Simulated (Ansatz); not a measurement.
# La2O3 (P321) in Ansatz: further runs

One crystal, La2O3, is run at these levels: LDA, PBE, PBEsol; tasks: band structure.

Program: Ansatz 0.2.0. These are calculated values, not measurements. Logs are shortened: lines on timing, memory, paths and dates and some standing lists are left out, and cuts for length are marked.

## Step 1: The structure

Symmetry: P321, No. 150, trigonal system. Conventional cell: a = 6.370 Å, b = 6.370 Å, c = 3.290 Å, α = 90.00°, β = 90.00°, γ = 120.00°. Around La (site symmetry 3) lie 6 O at 2.46 to 2.47 Å. Around O (site symmetry 2) lie 4 La at 2.46 to 2.47 Å.

The cell comes from a database or a generator and needn't be the stable form of this composition.

## Step 2: Band structure, LDA

Input file input.yaml:

```yaml
crystal:
  lattice:
    - [6.3702727145, 0.0, 0.0]
    - [-3.1851363572, 5.5168179998, 0.0]
    - [0.0, 0.0, 3.2898942108]
  atoms:
    - { symbol: La, position: [0.6666666667, 0.3333333333, 0.498103] }
    - { symbol: La, position: [0.3333333333, 0.6666666667, 0.501897] }
    - { symbol: O, position: [0.504607, 0.0, 0.0] }
    - { symbol: O, position: [0.0, 0.504607, 0.0] }
    - { symbol: O, position: [0.495393, 0.495393, 0.0] }
hamiltonian:
  xc: lda
  pseudopotentials: { kind: paw }
kpoints:
  mp_grid: { grid: [5, 5, 8] }
  band_path:
    path:
      - [[0.0, 0.0, 0.0], [0.5, 0.0, 0.0], [0.3333333333, 0.3333333333, 0.0], [0.0, 0.0, 0.0], [0.0, 0.0, 0.5], [0.5, 0.0, 0.5], [0.3333333333, 0.3333333333, 0.5], [0.0, 0.0, 0.5]]
      - [[0.5, 0.0, 0.5], [0.5, 0.0, 0.0]]
      - [[0.3333333333, 0.3333333333, 0.0], [0.3333333333, 0.3333333333, 0.5]]
    npoints: 14
scf:
  occupations: { method: fermi_dirac, width: 0.05 }
  n_extra_bands: 12
output:
  forces: true
  stress: true
  eigenvalues: true
  fatbands: true
  write_density: true
  write_potential: true
  elf: true
  volumetric_format: npy
```

Potentials or basis: Ansatz PAW.

Command:

```sh
> ansatz run input.yaml --threads 2 --pin off --max-ram 5632MiB --backend cpu --events-out ev --progress --plain --runs-dir out
```

Log:

```text
Warning: RAYON_NUM_THREADS=2 ignored (pool sized by the plan → 2); use --threads N
La: projections on atomic orbitals take those of the free atom [Kr 4d10] 4f0 5s2 5p6 5d1 6s2, of charge +0.00 (hamiltonian.pseudopotentials.projection_atoms); the dataset's partial waves leave at most 1.9e-5 of an orbital's norm unspanned inside its sphere
scf.n_extra_bands = 12 over 20 filled bands (N_el = 40.0): the run solves 32 bands
Engine: ansatz 0.2.0, x86_64-unknown-linux-gnu
Pseudopotentials: kind: paw
Pseudopotential: La, paw, valence charge 11, recommended cutoff 420 eV (normal), La.paw.azcp
Pseudopotential: O, paw, valence charge 6, recommended cutoff 420 eV (normal), O.paw.azcp
Functional definition: SPW92
  exchange = slater_x
  correlation = pw_c
Crystal: 5 atoms, lattice volume = 115.619 Å³
Basis set: ecut = 420 eV, 2279 PW (Γ)
Bands: 32, of which v1, the nominal top of the filled ones, is band 20 counted from 1 (19 counted from 0)
Symmetry: 6 space group operations
Space group: P321 (ITA 150), of the structure as read, at distance tolerance 4.9e-5 Å
k-points: 31 of 200 (time reversal used)
Non-local potential: La, projectors of the file, l = 0: 3, l = 1: 2, l = 2: 2, l = 3: 3
Non-local potential: O, projectors of the file, l = 0: 2, l = 1: 2, l = 2: 1
PAW form: soft (Blöchl's): semilocal exchange-correlation on the pseudo side does not see the compensation charge
PAW frozen core: La, regenerated for the run's functional, and the local potential with it (the file was generated under x = pbe(κ = 0.804, μ = 0.2195149727645171), c = pbe(β = 0.06672455060314922))
PAW frozen core: O, regenerated for the run's functional, and the local potential with it (the file was generated under x = pbe(κ = 0.804, μ = 0.2195149727645171), c = pbe(β = 0.06672455060314922))
PAW one-centre angular grid: La, 590 points (default); XC on 64 Gauss nodes
PAW one-centre angular grid: O, 110 points (default); XC on 64 Gauss nodes
Initial density: superposition of atomic densities (neutral atoms: chi_scale 0, normalization atom), corrected by the library's trained network
Initial wavefunctions: pseudopotential atomic-orbital guess
Functional: x = slater, c = lda
SCF iter   1: F=—  HF=-13826.431086 eV  |F-HF|=—  |Δ(HF+E_count)|=         —  Δρ=1.19e-2  dr2=1.64e-1  ethr=1.77e-3  ⟨swp⟩=5.2  Hψ=4066  notcnv=0  defer=1
preconditioner: auto → Resta (q_TF=auto, 2.286 Å⁻¹)  ε∞=3.9  [insulator: Δε(μ)=1.306 eV  Ē_g=12.236 eV  σ=0.050 eV  W_gap=1.00  n_scr=32 (ndim 8)  ℏωp=20.7 eV  f_vac=0.255  D(μ)=0.00/eV (n_scr^D=0)  ε∞_Penn≈3.9]
SCF iter   2: F=—  HF=-13826.410118 eV  |F-HF|=—  |Δ(HF+E_count)|=   2.10e-2  Δρ=6.49e-3  dr2=3.55e-2  ethr=4.10e-4  ⟨swp⟩=3.1  Hψ=1905  notcnv=0  defer=158
SCF iter   3: F=—  HF=-13826.403595 eV  |F-HF|=—  |Δ(HF+E_count)|=   6.52e-3  Δρ=1.94e-3  dr2=3.78e-3  ethr=8.88e-5  ⟨swp⟩=2.1  Hψ=1345  notcnv=0  defer=158
SCF iter   4: F=—  HF=-13826.405458 eV  |F-HF|=—  |Δ(HF+E_count)|=   1.86e-3  Δρ=2.47e-4  dr2=1.20e-4  ethr=9.45e-6  ⟨swp⟩=2.5  Hψ=1403  notcnv=0  defer=158
SCF iter   5: F=—  HF=-13826.405766 eV  |F-HF|=—  |Δ(HF+E_count)|=   3.07e-4  Δρ=6.60e-5  dr2=1.24e-5  ethr=2.99e-7  ⟨swp⟩=2.1  Hψ=1246  notcnv=0  defer=158
SCF iter   6: F=—  HF=-13826.405803 eV  |F-HF|=—  |Δ(HF+E_count)|=   3.76e-5  Δρ=1.84e-5  dr2=1.54e-6  ethr=3.09e-8  ⟨swp⟩=2.0  Hψ=1194  notcnv=0  defer=158
SCF iter   7: F=—  HF=-13826.405805 eV  |F-HF|=—  |Δ(HF+E_count)|=   2.02e-6  Δρ=5.98e-6  dr2=1.08e-7  ethr=3.85e-9  ⟨swp⟩=2.0  Hψ=1098  notcnv=0  defer=158
SCF iter   8: F=-13826.405805 eV  HF=-13826.405805 eV  |F-HF|=5.23e-9  |Δ(HF+E_count)|=   1.87e-8  Δρ=1.34e-6  dr2=2.55e-9  ethr=2.50e-10  ⟨swp⟩=15.5  Hψ=7623  notcnv=0
SCF 1 converged in 8 iterations: F = -13826.405805 eV  dr2 = 2.55e-9
NSCF: frozen V_eff on 129 k-points
SCF converged after 8 iterations
Free energy (F): -13826.405805 eV
Harris-Foulkes:  -13826.405805 eV  (|F-HF|=5.23e-9)
Internal energy: -13826.405805 eV  (E = F + TS)
E sigma→0 (E₀):  -13826.405805 eV
Fermi energy:    6.107308 eV
--- Per-component energies (eV) ---
  E_band       = -195.912444
  E_kinetic    = 905.036332
  E_local      = -2817.399111  (includes V_loc(G=0)·N_el)
  E_nonlocal   = 349.709684
  E_hartree    = 1093.792752
  E_xc         = -495.045768
  E_vxc        = -575.570828  (∫ρ·V_xc dr)
  E_paw        = -10929.686680  (= ΣΔE_a)
  E_vpaw       = -245.281007  (= ΣTr[D̂ρ^β])
  E_aug_tail   = 0.007325  (compensation charges beyond the density's cutoff)
  E_ewald      = -1933.756537
  E_core_change = 0.936197  (= ΣΔE_core)
  E_smearing   = -0.000000  (= −TS)
  E_closure    = 0.000000  (closes the sum)
  Σ components = -13826.405805   (vs F -13826.405805, Δ=0.00e0)
--- Forces (eV/Å), atoms counted from 1 ---
  atom   1  La     0.00000000    -0.00000000     0.00852390
  atom   2  La     0.00000000     0.00000000    -0.00852390
  atom   3  O     -0.05110301     0.00000000    -0.00000000
  atom   4  O      0.02555150    -0.04425650    -0.00000000
  atom   5  O      0.02555150     0.04425650     0.00000000
  max |Σ_I F_I| component: 6.94e-18 eV/Å
--- Stress (GPa, compression-positive) ---
       -4.361537       0.000000      -0.000000
        0.000000      -4.361537      -0.000000
       -0.000000      -0.000000      -6.926806
  P = ⅓ Tr σ = -5.2166 GPa (-52.166 kbar)
--- Band table (eV; the first three rows and the last of 31) ---
  k-point 0: bands = ["-25.1473", "-24.9575", "-11.7786", "-11.7786", "-10.0956", "-8.6392", "-8.6392", "-7.8964", "-7.5769", "-6.7565", "-6.7565", "2.1671", "3.3160", "3.3160", "3.4997", "3.4997", "4.3983", "4.3983", "4.7016", "4.9101", "6.8543", "8.7045", "9.2231", "9.2231", "9.9781", "9.9852", "9.9858", "9.9858", "10.0413", "10.2149", "10.2149", "10.2523"]
  k-point 1: bands = ["-25.1007", "-24.9173", "-11.6440", "-11.6440", "-10.5900", "-8.5780", "-8.5779", "-8.0070", "-7.5568", "-7.0036", "-7.0034", "2.7507", "3.3779", "3.3800", "3.5551", "3.5573", "4.0901", "4.0903", "4.5135", "4.7553", "7.2871", "8.9312", "9.3337", "9.3338", "9.9266", "9.9397", "9.9397", "9.9922", "10.0053", "10.0452", "10.1559", "10.1563"]
  k-point 2: bands = ["-24.9848", "-24.8176", "-11.4828", "-11.2554", "-11.2554", "-8.9012", "-8.4242", "-8.4236", "-7.6535", "-7.6529", "-7.0155", "3.2186", "3.2198", "3.5622", "3.5627", "3.7129", "3.9023", "3.9028", "3.9793", "4.8904", "8.2298", "9.3448", "9.5337", "9.5339", "9.7356", "9.7945", "9.8479", "9.8479", "10.0082", "10.0517", "10.0664", "10.0668"]
  k-point 30: bands = ["-24.7562", "-24.7271", "-11.9971", "-11.6751", "-10.2639", "-9.0505", "-8.7080", "-8.5003", "-8.1179", "-8.0962", "-7.5162", "2.6518", "3.2460", "3.4317", "3.4995", "3.5815", "3.7613", "3.9214", "4.7052", "4.7187", "9.5674", "9.5955", "9.6397", "9.6694", "9.7353", "9.7710", "9.8664", "9.9448", "10.0058", "10.0326", "10.0876", "10.1016"]
```

It took 24 s on 2 threads of Intel Xeon Platinum 8259CL at 2.50GHz (Skylake/Cascade Lake), shared host; peak memory 0.59 GiB.

What came out:

| Item | Value |
| --- | --- |
| Free energy | -13826.4058 eV |
| Pressure | -5.2 GPa |
| Largest force | 0.051 eV/Å |
| Band gap on the k mesh | 1.50 eV, indirect (least direct gap 1.94 eV) |
| Band gap along the path | 1.50 eV, indirect (least direct gap 1.94 eV) |

Forces in eV/Å, atoms in the order of the input:
```
La   0.000  0.000  0.009
La   0.000  0.000 -0.009
O   -0.051  0.000  0.000
O    0.026 -0.044  0.000
O    0.026  0.044  0.000
```

Stress tensor (GPa, compression positive):
```
-4.36  0.00  0.00
 0.00 -4.36  0.00
 0.00  0.00 -6.93
```

Levels at the corners of the path, in eV from the valence-band top:
```csv
point,band 16,band 17,band 18,band 19,band 20,band 21,band 22,band 23,band 24,band 25
Γ,-1.86,-0.96,-0.96,-0.66,-0.45,1.50,3.35,3.87,3.87,4.62
M,-1.56,-1.56,-1.12,-1.03,-0.90,2.59,3.37,4.09,4.18,4.27
K,-1.30,-1.30,-1.28,-1.28,-0.95,3.06,3.06,4.03,4.33,4.33
Γ,-1.86,-0.96,-0.96,-0.66,-0.45,1.50,3.35,3.87,3.87,4.62
A,-1.46,-1.12,-1.12,-0.26,0.00,4.14,4.18,4.23,4.29,4.31
L,-1.80,-1.56,-1.29,-0.62,-0.61,4.20,4.25,4.25,4.27,4.36
H,-1.68,-1.68,-1.62,-0.66,-0.66,4.22,4.22,4.31,4.31,4.39
A,-1.46,-1.12,-1.12,-0.26,0.00,4.14,4.18,4.23,4.29,4.31
L,-1.80,-1.56,-1.29,-0.62,-0.61,4.20,4.25,4.25,4.27,4.36
M,-1.56,-1.56,-1.12,-1.03,-0.90,2.59,3.37,4.09,4.18,4.27
K,-1.30,-1.30,-1.28,-1.28,-0.95,3.06,3.06,4.03,4.33,4.33
H,-1.68,-1.68,-1.62,-0.66,-0.66,4.22,4.22,4.31,4.31,4.39
```

Caveat: the pressure holds a Pulay correction of +0.4 GPa for the finite cutoff; spin-orbit coupling is left out, which moves the levels of the heavy elements; the PAW data sets come from PBE, with cores solved anew for the run's functional, which leaves a small shift of forces and pressure.

## Step 3: Band structure, PBE

Edit input.yaml of step 2 so:

```diff
@@ -12,3 +12,3 @@
 hamiltonian:
-  xc: lda
+  xc: pbe
   pseudopotentials: { kind: paw }
@@ -29,6 +29,2 @@
   eigenvalues: true
-  fatbands: true
-  write_density: true
-  write_potential: true
-  elf: true
-  volumetric_format: npy
+  fatbands: false
```

Potentials or basis: Ansatz PAW.

Command:

```sh
> ansatz run input.yaml --threads 2 --pin off --max-ram 5632MiB --backend cpu --events-out ev --progress --plain --runs-dir out
```

Log:

```text
Warning: RAYON_NUM_THREADS=2 ignored (pool sized by the plan → 2); use --threads N
scf.n_extra_bands = 12 over 20 filled bands (N_el = 40.0): the run solves 32 bands
Engine: ansatz 0.2.0, x86_64-unknown-linux-gnu
Pseudopotentials: kind: paw
Pseudopotential: La, paw, valence charge 11, recommended cutoff 420 eV (normal), La.paw.azcp
Pseudopotential: O, paw, valence charge 6, recommended cutoff 420 eV (normal), O.paw.azcp
Functional definition: PBE
  parameter kappa = 0.804
  parameter beta = 0.06672455060314922
  exchange = pbe_x(kappa = kappa, mu = beta*pi^2/3)
  correlation = pbe_c(beta = beta)
Crystal: 5 atoms, lattice volume = 115.619 Å³
Basis set: ecut = 420 eV, 2279 PW (Γ), exchange–correlation on 90×90×48 points (8 copies of the dense FFT grid, shifted against one another)
Bands: 32, of which v1, the nominal top of the filled ones, is band 20 counted from 1 (19 counted from 0)
Symmetry: 6 space group operations
Space group: P321 (ITA 150), of the structure as read, at distance tolerance 4.9e-5 Å
[... 24 lines left out ...]
E sigma→0 (E₀):  -14211.019170 eV
Fermi energy:    6.556961 eV
--- Per-component energies (eV) ---
  E_band       = -183.487642
  E_kinetic    = 910.288975
  E_local      = -2813.173850  (includes V_loc(G=0)·N_el)
  E_nonlocal   = 336.473944
  E_hartree    = 1099.300031
  E_xc         = -502.521209
  E_vxc        = -580.575508  (∫ρ·V_xc dr)
  E_paw        = -11307.637721  (= ΣΔE_a)
  E_vpaw       = -235.103225  (= ΣTr[D̂ρ^β])
  E_aug_tail   = 0.007196  (compensation charges beyond the density's cutoff)
  E_ewald      = -1933.756537
  E_smearing   = -0.000000  (= −TS)
  E_closure    = -0.000000  (closes the sum)
  Σ components = -14211.019170   (vs F -14211.019170, Δ=0.00e0)
--- Forces (eV/Å), atoms counted from 1 ---
  atom   1  La     0.00000000    -0.00000000     0.01199495
  atom   2  La     0.00000000     0.00000000    -0.01199495
  atom   3  O     -0.03571599     0.00000000    -0.00000000
  atom   4  O      0.01785800    -0.03093096    -0.00000000
  atom   5  O      0.01785800     0.03093096     0.00000000
  max |Σ_I F_I| component: 3.47e-18 eV/Å
--- Stress (GPa, compression-positive) ---
       -0.010589       0.000000       0.000000
        0.000000      -0.010589       0.000000
        0.000000       0.000000      -0.248409
  P = ⅓ Tr σ = -0.0899 GPa (-0.899 kbar)
--- Band table (eV; the first three rows and the last of 31) ---
  k-point 0: bands = ["-24.8113", "-24.6219", "-11.6066", "-11.6066", "-10.0226", "-8.3550", "-8.3550", "-7.6045", "-7.2921", "-6.5997", "-6.5997", "2.6176", "3.7110", "3.7110", "3.9160", "3.9160", "4.7860", "4.7860", "5.0880", "5.2950", "7.3704", "9.2165", "9.6786", "9.6786", "10.4054", "10.4159", "10.4227", "10.4227", "10.4664", "10.6485", "10.6485", "10.6795"]
  k-point 1: bands = ["-24.7650", "-24.5822", "-11.4763", "-11.4762", "-10.4697", "-8.2955", "-8.2953", "-7.7100", "-7.3116", "-6.8376", "-6.8374", "3.1861", "3.7721", "3.7738", "3.9702", "3.9720", "4.4813", "4.4815", "4.9137", "5.1404", "7.7967", "9.4280", "9.7859", "9.7860", "10.3548", "10.3795", "10.3795", "10.4226", "10.4342", "10.4703", "10.5901", "10.5905"]
  k-point 2: bands = ["-24.6498", "-24.4838", "-11.3111", "-11.1026", "-11.1025", "-8.5834", "-8.1461", "-8.1455", "-7.4618", "-7.4612", "-6.8217", "3.6264", "3.6275", "3.9531", "3.9535", "4.1368", "4.3046", "4.3051", "4.3878", "5.2722", "8.7303", "9.8106", "9.9803", "9.9804", "10.1682", "10.2252", "10.2949", "10.2949", "10.4371", "10.4767", "10.5021", "10.5025"]
  k-point 30: bands = ["-24.4232", "-24.3946", "-11.7959", "-11.4796", "-10.2009", "-8.7535", "-8.4207", "-8.2195", "-7.9028", "-7.8498", "-7.3361", "3.0620", "3.6680", "3.8422", "3.9062", "3.9777", "4.1529", "4.3210", "5.0906", "5.1040", "10.0041", "10.0319", "10.0796", "10.1309", "10.1782", "10.2584", "10.3038", "10.3767", "10.4421", "10.4693", "10.5224", "10.5363"]
```

Run time: 13 s. Hardware: 2 threads of Intel Xeon Platinum 8259CL at 2.50GHz (Skylake/Cascade Lake), shared host; peak memory 0.55 GiB.

What came out:

```
Free energy             : -14211.0192 eV
Pressure                : -0.1 GPa
Largest force           : 0.036 eV/Å
Band gap on the k mesh  : 1.63 eV, indirect (least direct gap 2.08 eV)
Band gap along the path : 1.63 eV, indirect (least direct gap 2.08 eV)
```

Forces in eV/Å, atoms in the order of the input:
```
La   0.000  0.000  0.012
La   0.000  0.000 -0.012
O   -0.036  0.000  0.000
O    0.018 -0.031  0.000
O    0.018  0.031  0.000
```

Levels at the corners of the path, in eV from the valence-band top:
| point | band 16 | band 17 | band 18 | band 19 | band 20 | band 21 | band 22 | band 23 | band 24 | band 25 |
| --- | --- | --- | --- | --- | --- | --- | --- | --- | --- | --- |
| Γ | -1.83 | -0.96 | -0.96 | -0.65 | -0.45 | 1.63 | 3.48 | 3.94 | 3.94 | 4.66 |
| M | -1.55 | -1.53 | -1.11 | -1.03 | -0.90 | 2.70 | 3.48 | 4.16 | 4.26 | 4.34 |
| K | -1.30 | -1.30 | -1.26 | -1.26 | -0.95 | 3.16 | 3.16 | 4.12 | 4.39 | 4.39 |
| Γ | -1.83 | -0.96 | -0.96 | -0.65 | -0.45 | 1.63 | 3.48 | 3.94 | 3.94 | 4.66 |
| A | -1.46 | -1.11 | -1.11 | -0.27 | 0.00 | 4.20 | 4.26 | 4.28 | 4.34 | 4.37 |
| L | -1.79 | -1.55 | -1.27 | -0.62 | -0.61 | 4.25 | 4.30 | 4.32 | 4.38 | 4.42 |
| H | -1.67 | -1.67 | -1.61 | -0.66 | -0.66 | 4.28 | 4.28 | 4.37 | 4.37 | 4.44 |
| A | -1.46 | -1.11 | -1.11 | -0.27 | 0.00 | 4.20 | 4.26 | 4.28 | 4.34 | 4.37 |
| L | -1.79 | -1.55 | -1.27 | -0.62 | -0.61 | 4.25 | 4.30 | 4.32 | 4.38 | 4.42 |
| M | -1.55 | -1.53 | -1.11 | -1.03 | -0.90 | 2.70 | 3.48 | 4.16 | 4.26 | 4.34 |
| K | -1.30 | -1.30 | -1.26 | -1.26 | -0.95 | 3.16 | 3.16 | 4.12 | 4.39 | 4.39 |
| H | -1.67 | -1.67 | -1.61 | -0.66 | -0.66 | 4.28 | 4.28 | 4.37 | 4.37 | 4.44 |

Caveat: the pressure holds a Pulay correction of +0.3 GPa for the finite cutoff; spin-orbit coupling is left out, which moves the levels of the heavy elements. Expect the measured gap to be larger: semilocal functionals such as PBE lack the derivative discontinuity.

(Part 1 of 2 ends here.)
